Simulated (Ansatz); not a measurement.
# Resistance of the fcc Cu(111) / fcc Pt(111) interface

How much resistance does one fcc Cu(111) / fcc Pt(111) interface add to a current across the layers? Experiment: current-perpendicular-to-plane resistances of sputtered multilayers at 4.2 K give 2AR = 1.5 ± 0.1 fΩ m² (J. Bass, CPP magnetoresistance of magnetic multilayers: a critical review, arXiv:1511.07387 (2015), Table 10). Those interfaces are textured, rough and intermixed over some layers.

Main program and level: Ansatz 0.2.0; Ansatz plane-wave DFT, PBE, PAW files; ballistic transport by layer matching (Landauer), zero bias, in the first sound run; inputs show where later runs differ.

**1. The starting structure**

The cell holds 18 atoms: 9 Cu and 9 Pt. Cell: a = 2.665 Å, b = 2.665 Å, c = 39.357 Å, α = 90.0°, β = 90.0°, γ = 120.0°. It derives from Cu and Pt. Regions: Cu, 9 atoms (9 Cu); Pt, 9 atoms (9 Pt). The structure's axis is c.

**2. Transmission: PBE**

Both metals share one in-plane lattice, the mean of the two, each at its own atomic volume. The two leads are named in the middle of each metal, so that only one of the cell's two interfaces is crossed. The mesh across the current, 54×54, is finer than the density's, because channels open and close sharply across the zone. Energies from -0.27 to 0.27 eV in steps of 0.036 eV cover the slope of the Fermi function at 300 K, so the program can form a conductance.

File input.yaml:

```yaml
crystal:
  lattice:
    - [2.6646470521, 0.0, 0.0]
    - [-1.332323526, 2.3076520392, 0.0]
    - [0.0, 0.0, 39.3568880088]
  atoms:
    - { symbol: Cu, position: [0.0, 0.0, 0.025408513] }
    - { symbol: Cu, position: [0.3333333333, 0.6666666667, 0.0742085026] }
    - { symbol: Cu, position: [0.6666666667, 0.3333333333, 0.1230084922] }
    - { symbol: Cu, position: [0.0, 0.0, 0.1718084819] }
    - { symbol: Cu, position: [0.3333333333, 0.6666666667, 0.2206084715] }
    - { symbol: Cu, position: [0.6666666667, 0.3333333333, 0.2694084611] }
    - { symbol: Cu, position: [0.0, 0.0, 0.3182084507] }
    - { symbol: Cu, position: [0.3333333333, 0.6666666667, 0.3670084404] }
    - { symbol: Cu, position: [0.6666666667, 0.3333333333, 0.41580843] }
    - { symbol: Pt, position: [0.0, 0.0, 0.4713639855] }
    - { symbol: Pt, position: [0.3333333333, 0.6666666667, 0.533675107] }
    - { symbol: Pt, position: [0.6666666667, 0.3333333333, 0.5959862285] }
    - { symbol: Pt, position: [0.0, 0.0, 0.65829735] }
    - { symbol: Pt, position: [0.3333333333, 0.6666666667, 0.7206084715] }
    - { symbol: Pt, position: [0.6666666667, 0.3333333333, 0.782919593] }
    - { symbol: Pt, position: [0.0, 0.0, 0.8452307145] }
    - { symbol: Pt, position: [0.3333333333, 0.6666666667, 0.9075418359] }
    - { symbol: Pt, position: [0.6666666667, 0.3333333333, 0.9698529574] }
kpoints:
  mp_grid: { grid: [16, 16, 1] }
hamiltonian:
  xc: pbe
scf:
  occupations: { method: fermi_dirac, width: 0.1 }
output:
  transmission:
    leads: [[3, 4], [12, 13]]
    kmesh: [54, 54]
    e_range: [-0.27, 0.27]
    de: 0.036
  write_potential: true
  write_density: true
  volumetric_format: npy
  elf: true
```

Launch:

```sh
$ ansatz run input.yaml --threads 4 --pin off --max-ram 15360MiB --backend cpu --events-out ev --progress --plain --runs-dir out
```

Numbers of over 12 decimals in the logs are rounded to 6 here.

Log:

```text
Engine: ansatz 0.2.0, aarch64-unknown-linux-gnu
Pseudopotentials: kind: paw
Pseudopotential: Cu, paw, valence charge 19, recommended cutoff 420 eV (normal), Cu.paw.azcp
Pseudopotential: Pt, paw, valence charge 18, recommended cutoff 420 eV (normal), Pt.paw.azcp
Functional definition: PBE
  parameter kappa = 0.804
  parameter beta = 0.066725
  exchange = pbe_x(kappa = kappa, mu = beta*pi^2/3)
  correlation = pbe_c(beta = beta)
Crystal: 18 atoms, lattice volume = 242.009 Å³
Basis set: ecut = 420 eV, 4817 PW (Γ)
Bands: 200, of which v1, the nominal top of the filled ones, is band 167 counted from 1 (166 counted from 0)
Symmetry: 12 space group operations
Space group: P-3m1 (ITA 164), of the structure as read, at distance tolerance 6.2e-5 Å
k-points: 30 of 256
Non-local potential: Cu, projectors of the file, l = 0: 3, l = 1: 2, l = 2: 3, l = 3: 1
Non-local potential: Pt, projectors of the file, l = 0: 3, l = 1: 2, l = 2: 2, l = 3: 1
PAW form: soft (Blöchl's): semilocal exchange-correlation on the pseudo side does not see the compensation charge
PAW one-centre angular grid: Cu, 590 points (default); XC on 64 Gauss nodes
PAW one-centre angular grid: Pt, 590 points (default); XC on 64 Gauss nodes
Initial density: superposition of atomic densities (neutral atoms: chi_scale 0, normalization atom), corrected by the library's trained network
Initial wavefunctions: pseudopotential atomic-orbital guess
Functional: x = pbe(κ = 0.804, μ = 0.219515), c = pbe(β = 0.066725)
SCF iter   1: F=—  HF=-172333.074409 eV  |F-HF|=—  |Δ(HF+E_count)|=         —  Δρ=1.02e-2  dr2=4.15e0  ethr=1.77e-3  ⟨swp⟩=5.1  Hψ=19358  notcnv=0  defer=367
preconditioner: auto → Kerker (q_TF=auto, 2.877 Å⁻¹)  [metal: Δε(μ)=0.013 eV  Ē_g=9.674 eV  σ=0.100 eV  W_gap=0.03  n_scr=102 (ndim 8)  ℏωp=32.8 eV  f_vac=0.000  D(μ)=14.56/eV (n_scr^D=178)]
SCF iter   2: F=—  HF=-172333.046361 eV  |F-HF|=—  |Δ(HF+E_count)|=   2.80e-2  Δρ=4.77e-3  dr2=1.66e0  ethr=1.25e-3  ⟨swp⟩=1.0  Hψ=6902  notcnv=0  defer=379
SCF iter   3: F=—  HF=-172333.027064 eV  |F-HF|=—  |Δ(HF+E_count)|=   1.93e-2  Δρ=2.78e-3  dr2=3.47e-1  ethr=4.99e-4  ⟨swp⟩=1.0  Hψ=5451  notcnv=0  defer=383
SCF iter   4: F=—  HF=-172333.022100 eV  |F-HF|=—  |Δ(HF+E_count)|=   4.96e-3  Δρ=1.11e-3  dr2=4.34e-2  ethr=1.04e-4  ⟨swp⟩=1.0  Hψ=5451  notcnv=0  defer=383
SCF iter   5: F=—  HF=-172333.020457 eV  |F-HF|=—  |Δ(HF+E_count)|=   1.64e-3  Δρ=3.43e-4  dr2=3.80e-3  ethr=1.30e-5  ⟨swp⟩=1.0  Hψ=5451  notcnv=0  defer=383
SCF iter   6: F=—  HF=-172333.020321 eV  |F-HF|=—  |Δ(HF+E_count)|=   1.36e-4  Δρ=2.36e-4  dr2=1.98e-4  ethr=1.14e-6  ⟨swp⟩=1.3  Hψ=5639  notcnv=0  defer=383
SCF iter   7: F=—  HF=-172333.020325 eV  |F-HF|=—  |Δ(HF+E_count)|=   3.79e-6  Δρ=9.43e-5  dr2=1.75e-4  ethr=5.94e-8  ⟨swp⟩=2.0  Hψ=9376  notcnv=0  defer=383
SCF iter   8: F=—  HF=-172333.020299 eV  |F-HF|=—  |Δ(HF+E_count)|=   2.60e-5  Δρ=4.08e-5  dr2=4.56e-5  ethr=5.24e-8  ⟨swp⟩=1.1  Hψ=5454  notcnv=0  defer=383
SCF iter   9: F=—  HF=-172333.020535 eV  |F-HF|=—  |Δ(HF+E_count)|=   2.36e-4  Δρ=1.42e-5  dr2=5.62e-6  ethr=1.37e-8  ⟨swp⟩=1.0  Hψ=5770  notcnv=0  defer=397
SCF iter  10: F=—  HF=-172333.020534 eV  |F-HF|=—  |Δ(HF+E_count)|=   2.19e-7  Δρ=5.01e-6  dr2=3.31e-7  ethr=1.69e-9  ⟨swp⟩=1.0  Hψ=5451  notcnv=0  defer=397
SCF iter  11: F=—  HF=-172333.020534 eV  |F-HF|=—  |Δ(HF+E_count)|=   1.60e-8  Δρ=5.16e-6  dr2=1.83e-7  ethr=3.00e-11  ⟨swp⟩=8.5  Hψ=21550  notcnv=0
SCF iter  12: F=-172333.020534 eV  HF=-172333.020534 eV  |F-HF|=4.61e-8  |Δ(HF+E_count)|=   9.34e-9  Δρ=1.76e-6  dr2=4.61e-8  ethr=3.00e-11  ⟨swp⟩=1.3  Hψ=13254  notcnv=0
SCF 1 converged in 12 iterations: F = -172333.020534 eV  dr2 = 4.61e-8
  greatest PAW one-centre occupation: 1.000 electrons in one spin orbital (limit 2), on the Pt atom at site 17 (counted from 0), in its partial waves of l = 0
transmission: 925 of 9214 steps passed
transmission: 1843 of 9214 steps passed
[...]
transmission: 9214 of 9214 steps passed
SCF converged after 12 iterations
Free energy (F): -172333.020534 eV
Harris-Foulkes:  -172333.020534 eV  (|F-HF|=4.61e-8)
Internal energy: -172332.546603 eV  (E = F + TS)
E sigma→0 (E₀):  -172332.783569 eV
Entropy (-TS):   -0.473931 eV (-26.330 meV/atom)
Fermi energy:    20.467112 eV
--- Per-component energies (eV) ---
  E_band       = -4229.505522
  E_kinetic    = 8453.401716
  E_local      = -108646.255230  (includes V_loc(G=0)·N_el)
  E_nonlocal   = 5309.533854
  E_hartree    = 50547.973810
  E_xc         = -3168.004162
  E_vxc        = -3773.815408  (∫ρ·V_xc dr)
  E_paw        = -100055.026318  (= ΣΔE_a)
  E_vpaw       = -6668.372745  (= ΣTr[D̂ρ^β])
  E_aug_tail   = 0.004326  (compensation charges beyond the density's cutoff)
  E_ewald      = -24774.174598
  E_smearing   = -0.473931  (= −TS)
  E_closure    = -0.000000  (closes the sum)
  Σ components = -172333.020534   (vs F -172333.020534, Δ=0.00e0)
--- Band table (eV; the first three rows and the last of 30) ---
  k-point 0: bands = [... 163 lower, 19.1964, 19.2914, 19.2914, 19.4321, 19.4321, 19.4952, 19.6192, 19.6192, ... 29 higher]
  k-point 1: bands = [... 163 lower, 19.1304, 19.2079, 19.2568, 19.4144, 19.4456, 19.5082, 19.6101, 19.8039, ... 29 higher]
  k-point 2: bands = [... 163 lower, 19.0284, 19.1509, 19.2590, 19.3487, 19.5705, 19.5915, 19.7399, 19.8101, ... 29 higher]
  k-point 29: bands = [... 163 lower, 22.1898, 22.6020, 23.0819, 23.3693, 23.4685, 23.6432, 23.8227, 24.2323, ... 29 higher]
--- Transmission ---
  basis      : 55 plane waves across, 34 finite elements along
  points     : 271, standing for a mesh of 54 x 54
  filling    : by the input's occupations and mesh, since the crystals that have channels conduct as metals do. If one of these is a semiconductor, that mesh has misplaced its level
  energies   : 16 from -0.270000 to 0.270000 eV about the Fermi level, 0.036000 eV apart; the leads are filled to 0.000000 eV, and channels, transmission and decay are at 0.018000 eV
  crystal 0  : Cu1, at the sites [3, 4], period 1.9206 Å, over 17.29 Å; its Hamiltonian steps by up to 1.5 meV
    offset         : up to 0.0000 Å between an atom of the period and one for which it stands
    filled         : 17.4 meV over the level at which it is neutral
    channels       : 8.840878e-1 a spin
    conductance    : 1.1152e15 S/m² at 300 K; may be off by some 0.0 % by where its bands' edges are placed, 0.9 % from the k-mesh, 0.3 % from the distance to neutral
    slowest decay  : 0.0971 /Å at (0.2778, 0.2778)
  crystal 1  : Pt1, at the sites [12, 13], period 2.4524 Å, over 22.07 Å; its Hamiltonian steps by up to 2.2 meV
    offset         : up to 0.0000 Å between an atom of the period and one for which it stands
    filled         : 25.1 meV over the level at which it is neutral
    channels       : 1.053498e0 a spin
    conductance    : 1.3589e15 S/m² at 300 K; may be off by some 0.0 % by where its bands' edges are placed, 1.4 % from the k-mesh, 2.6 % from the distance to neutral
    slowest decay  : 0.0310 /Å at (0.1852, 0.1852)
  junction   : crystal 0 to crystal 1, 8.94 to 26.44 Å
    transmission   : 6.335006e-1 a spin
    conductance    : 8.0111e14 S/m² at 300 K (8.0732e14 on every other point, 8.0354e14 on every other energy)
    error estimate : 0.3 % from the energy spacing and 1.1 % from band edges of the leads and from resonances (wavevectors taken as independent; lower de), 1.2 % from the k-mesh, 0.5 % from the steps of its leads' Hamiltonians or their offsets (lay more layers), 1.0 % from the distance to neutral
    resistance     : 4.3197e-4 Ω µm² beyond half of each lead's own
```

Elapsed: 3.3 min, on 4 threads of Arm Neoverse V1, shared host; peak memory 1.8 GiB; 11 min of CPU time.

The column dr2 measures how far the density is from self-consistency, as an energy; F and HF (Harris–Foulkes) agree once it is small.

This step gave:

| Item | Value |
| --- | --- |
| free energy | -172333.0205 eV |
| energy at zero smearing | -172332.7836 eV |
| Fermi energy | 20.47 eV |
| cell area | 6.149 Å² |
| step of the lead's potential | 1.5 meV |
| ballistic conductance of the lead | 1.12e15 S/m² |
| estimated errors of the lead's conductance | 0, 0.9, 0.3 % (band edges, k-mesh, distance from neutral) |
| lead conductance per cell | 0.8851 G₀ |
| step of the upper lead's potential | 2.2 meV |
| ballistic conductance of the upper lead | 1.36e15 S/m² |
| conductance of the junction | 8.01e14 S/m² |
| junction conductance per cell | 0.6358 G₀ |
| estimated errors of the junction's conductance | 0.3, 1.1, 1.2, 0.5, 1 % (energy step, band edges, k-mesh, leads' steps, distance from neutral) |
| area resistance that the stack adds (contact term taken off, spin by spin) | 0.4320 fΩ m² |

Per spin. The transmission, zone mean by energy, zero at the Fermi level:

| energy (eV) | transmission, zone mean |
| --- | --- |
| -0.270 | 0.708 |
| -0.234 | 0.707 |
| -0.198 | 0.699 |
| -0.162 | 0.692 |
| -0.126 | 0.679 |
| -0.090 | 0.664 |
| -0.054 | 0.647 |
| -0.018 | 0.639 |
| 0.018 | 0.634 |
| 0.054 | 0.625 |
| 0.090 | 0.614 |
| 0.126 | 0.603 |
| 0.162 | 0.595 |
| 0.198 | 0.585 |
| 0.234 | 0.578 |
| 0.270 | 0.567 |

Per spin. The open channels, zone mean by energy, zero at the Fermi level:

| energy (eV) | lead | upper lead |
| --- | --- | --- |
| -0.270 | 0.847 | 1.57 |
| -0.234 | 0.872 | 1.53 |
| -0.198 | 0.876 | 1.45 |
| -0.162 | 0.876 | 1.37 |
| -0.126 | 0.876 | 1.35 |
| -0.090 | 0.876 | 1.27 |
| -0.054 | 0.880 | 1.12 |
| -0.018 | 0.880 | 1.08 |
| 0.018 | 0.884 | 1.05 |
| 0.054 | 0.907 | 1.05 |
| 0.090 | 0.909 | 1.03 |
| 0.126 | 0.909 | 0.998 |
| 0.162 | 0.909 | 0.992 |
| 0.198 | 0.909 | 0.959 |
| 0.234 | 0.908 | 0.914 |
| 0.270 | 0.910 | 0.879 |

Transmission over k1 and k2. At -0.0180 eV from the Fermi level (the log's summary may quote the solved energy on the other side of it).

Values, 12 rows by 16 columns, each cell a mean:
```
0.835 0.859 0.713 0.577 0.554 0.537 0.669 0.861 0.878 0.457 0.151 0.114 0.091 0.118 0.127 0.376
0.635 0.811 0.892 0.765 0.631 0.557 0.765 0.900 0.929 0.696 0.354 0.044 0.000 0.000 0.000 0.157
0.550 0.464 0.928 0.975 0.965 0.959 0.960 0.966 0.977 0.784 0.523 0.455 0.097 0.001 0.000 0.130
0.563 0.360 0.697 0.965 0.943 0.922 0.909 0.918 0.939 0.962 0.755 0.370 0.515 0.223 0.009 0.153
0.616 0.505 0.892 0.963 0.931 0.887 0.845 0.829 0.865 0.908 0.949 0.916 0.635 0.604 0.411 0.277
0.850 0.848 0.969 0.971 0.941 0.891 0.818 0.734 0.695 0.834 0.904 0.949 0.976 0.871 0.888 0.801
0.687 0.774 0.817 0.907 0.964 0.928 0.871 0.797 0.740 0.795 0.865 0.924 0.961 0.983 0.774 0.836
0.322 0.181 0.511 0.556 0.671 0.957 0.934 0.895 0.860 0.851 0.882 0.920 0.954 0.954 0.430 0.622
0.276 0.000 0.056 0.357 0.512 0.453 0.951 0.956 0.936 0.924 0.927 0.942 0.961 0.939 0.302 0.608
0.275 0.000 0.000 0.012 0.239 0.530 0.621 0.915 0.975 0.969 0.966 0.969 0.976 0.985 0.564 0.596
0.311 0.004 0.000 0.000 0.000 0.142 0.563 0.871 0.934 0.713 0.509 0.421 0.633 0.777 0.909 0.776
0.636 0.285 0.223 0.200 0.202 0.227 0.369 0.766 0.902 0.705 0.569 0.566 0.560 0.601 0.753 0.876
```
Columns: k1 (b1) from -0.5 to 0.481; rows upwards: k2 (b2) from -0.5 to 0.481.

Open channels over k1 and k2. At -0.0180 eV from the Fermi level (the log's summary may quote the solved energy on the other side of it).

Ten even steps from '_' (0.00) to '@' (1.00), each cell a mean:
```
@@@@@@@@@@@@@@@@@@@@@@@@@@@@@@@@@@@@@@@@%%%%%%%%%%%%%%@@@@@@
@@@@@@@@@@@@@@@@@@@@@@@@@@@@@@@@@@@@@@##______________..##@@
@@@@@@@@@@@@@@@@@@@@@@@@@@@@@@@@@@@@@@@@--______________..@@
@@@@@@@@@@@@@@@@@@@@@@@@@@@@@@@@@@@@@@@@@@**____________..@@
@@@@@@@@@@@@@@@@@@@@@@@@@@@@@@@@@@@@@@@@@@@@%%::________..@@
@@@@@@@@@@@@@@@@@@@@@@@@@@@@@@@@@@@@@@@@@@@@@@@@==______..@@
@@@@@@@@@@@@@@@@@@@@@@@@@@@@@@@@@@@@@@@@@@@@@@@@@@##____..@@
@@@@@@@@@@@@@@@@@@@@@@@@@@@@@@@@@@@@@@@@@@@@@@@@@@@@%%++++@@
@@@@@@@@@@@@@@@@@@@@@@@@@@@@@@@@@@@@@@@@@@@@@@@@@@@@@@@@@@@@
@@@@@@@@@@@@@@@@@@@@@@@@@@@@@@@@@@@@@@@@@@@@@@@@@@@@@@@@@@@@
@@@@@@@@@@@@@@@@@@@@@@@@@@@@@@@@@@@@@@@@@@@@@@@@@@@@@@@@@@@@
@@@@@@@@@@@@@@@@@@@@@@@@@@@@@@@@@@@@@@@@@@@@@@@@@@@@@@@@@@@@
@@@@@@@@@@@@@@@@@@@@@@@@@@@@@@@@@@@@@@@@@@@@@@@@@@@@@@@@@@@@
@@@@@@@@@@@@@@@@@@@@@@@@@@@@@@@@@@@@@@@@@@@@@@@@@@@@@@@@@@@@
@@##..--%%@@@@@@@@@@@@@@@@@@@@@@@@@@@@@@@@@@@@@@@@@@@@@@@@@@
@@**______**@@@@@@@@@@@@@@@@@@@@@@@@@@@@@@@@@@@@@@@@@@@@@@@@
@@**________--@@@@@@@@@@@@@@@@@@@@@@@@@@@@@@@@@@@@@@@@@@@@@@
@@**__________..##@@@@@@@@@@@@@@@@@@@@@@@@@@@@@@@@@@@@@@@@@@
@@**______________++@@@@@@@@@@@@@@@@@@@@@@@@@@@@@@@@@@@@@@@@
@@%%________________++@@@@@@@@@@@@@@@@@@@@@@@@@@@@@@@@@@@@@@
@@@@##--::::::::::::==@@@@@@@@@@@@@@@@@@@@@@@@@@@@@@@@@@@@@@
@@@@@@@@@@@@@@@@@@@@@@@@@@@@@@@@@@@@@@@@@@@@@@@@@@@@@@@@@@@@
```
Columns: k1 (b1) from -0.5 to 0.481; rows upwards: k2 (b2) from -0.5 to 0.481.

Electrostatic potential energy in the ca plane at fractional y = 0.000, with atoms of Cu and Pt within 0.2 Å of it. With pseudopotentials it is smooth inside the atoms' cores, unlike the true potential.

Ten even steps from '0' (-37 eV) to '9' (23 eV), each cell a mean:
```
99999972003899999999998300038999999999999995
99999986336999999999999620269998889999889997
99878998889998789987899876789986579997557999
99767899999986679876799998999974368996336999
99767999999987689976799987899975468997447999
99988997557998899998999742479987789998778998
99999983114899999999998400048999899999999996
99999972002899999999998200028999999999999984
```
Columns run along c (16.0 Å, from fractional 0.24 to 0.65 of the cell; values clipped at the 3rd and 97th percentile), rows up along a (2.7 Å). Atoms in or near the plane, at fractional coordinates: Cu at (0.32, 0.00), Pt at (0.47, 0.00).

Valence density in the ca plane at fractional y = 0.000, with atoms of Cu and Pt within 0.2 Å of it. It is the smooth field of the valence electrons, not physical close to the nuclei.

Ten steps, logarithmic in the rise over the least value, from '0' (0 e/Å³) to '9' (45 e/Å³), each cell a mean:
```
00000015884100000000001466641000000000000013
00000003542000000000001245420001110001111002
00111000110001100011100122210012221001221000
00121000000012210012100011100023321012332100
00121000000001210012100011100013321002332000
00010001331000100001000234310011210001221001
00000014773000000000001356531001100000110002
00000026995100000000001467641000000000000013
```
Columns run along c (16.0 Å, from fractional 0.24 to 0.65 of the cell), rows up along a (2.7 Å). Atoms in or near the plane, at fractional coordinates: Cu at (0.32, 0.00), Pt at (0.47, 0.00).

ELF in the ca plane at fractional y = 0.000, with atoms of Cu and Pt within 0.2 Å of it. It is the smooth field of the valence electrons, not physical close to the nuclei.

Values, 5 rows by 16 columns, each cell a mean:
```
0.23 0.23 0.24 0.41 0.23 0.21 0.22 0.24 0.45 0.63 0.26 0.26 0.20 0.21 0.26 0.29
0.20 0.17 0.20 0.19 0.19 0.18 0.19 0.17 0.30 0.36 0.23 0.35 0.27 0.28 0.34 0.24
0.19 0.18 0.22 0.22 0.19 0.18 0.19 0.16 0.25 0.28 0.23 0.42 0.30 0.32 0.40 0.22
0.21 0.18 0.20 0.21 0.20 0.18 0.20 0.18 0.36 0.47 0.24 0.30 0.24 0.25 0.29 0.26
0.23 0.26 0.28 0.55 0.24 0.23 0.22 0.26 0.47 0.65 0.26 0.27 0.19 0.20 0.26 0.30
```
Columns run along c (16.0 Å, from fractional 0.24 to 0.65 of the cell), rows up along a (2.7 Å). Atoms in or near the plane, at fractional coordinates: Cu at (0.32, 0.00), Pt at (0.47, 0.00).

The larger of the two leads' potential steps is 2.2 meV from period to period, small in itself. The program estimates the junction's conductance to 1.2 % from the k-mesh, 1 % from the leads' distance from neutral and 0.5 % from their steps.

**3. Resistance: PBE**

This step: Ansatz plane-wave DFT, PBE, PAW files; ballistic transport by layer matching (Landauer), zero bias; specific resistance of one interface, 1/T less the mean of the leads' 1/N (Ansatz 0.2.0).

Numbers from this step:

```yaml
area_resistance: 0.4319 fΩ m²
t_over_the_leads_mean_channel_count: 0.6479
twice_the_interface_resistance_2ar_or_2ar_star_for_magnets: 0.8638 fΩ m²
```

Twice the interface resistance is 0.864 fΩ m² here, against 1.5 measured.

By hand, with T and the leads' channels N averaged over the energies near the Fermi level: RA = A (h/2e²)(1/T − ½[1/N₁ + 1/N₂]) = 6.149×10⁻²⁰ m² × 12 906 Ω × (1/0.6360 − ½[1/0.8877 + 1/1.076]) = 0.432 fΩ m².

[end of part 1 of 3]

[Logs are printed without paths, hosts, clocks, repeated set-up lines and the standing remarks that a program may print on its own settings, such as how far it seeks lower states.]

[Hosts, paths, dates, database ids (printed as entryN), source tags and the programs' standing remarks are cut or masked in the printed files.]
